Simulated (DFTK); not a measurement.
CdTe:

```
Te Cd
1.0
     0.00000    3.20500    3.20500
     3.20500    0.00000    3.20500
     3.20500    3.20500    0.00000
Te Cd
1 1
Direct
  0.75000 0.75000 0.75000
  0.00000 0.00000 0.00000
```

Base run:

| Item | Value |
| --- | --- |
| Program | DFTK 0.8.2 |
| Functional | PBE |
| Potentials or basis | SG15 1.2 (PBE) |
| Cutoff | 952 eV |
| k mesh | 6 × 6 × 6 |
| Occupations | fermi-dirac, width 0.05 eV |
| Spin | no spin polarisation |

Its results: band gap on the k mesh 0.87 eV, direct.

Problem. The run is repeated on the same cell with these changes: functional from PBE to r2SCAN; cutoff from 952 eV to 1225 eV. What comes out?

Solution. Band gap on the k mesh 1.15 eV, direct.

r2SCAN gives the wider gap, since meta-GGAs in the generalised Kohn-Sham scheme recover part of the derivative discontinuity.

Caveats: spin-orbit coupling is left out, which moves the levels of the heavy elements.

Not every run made on this cell is shown here.
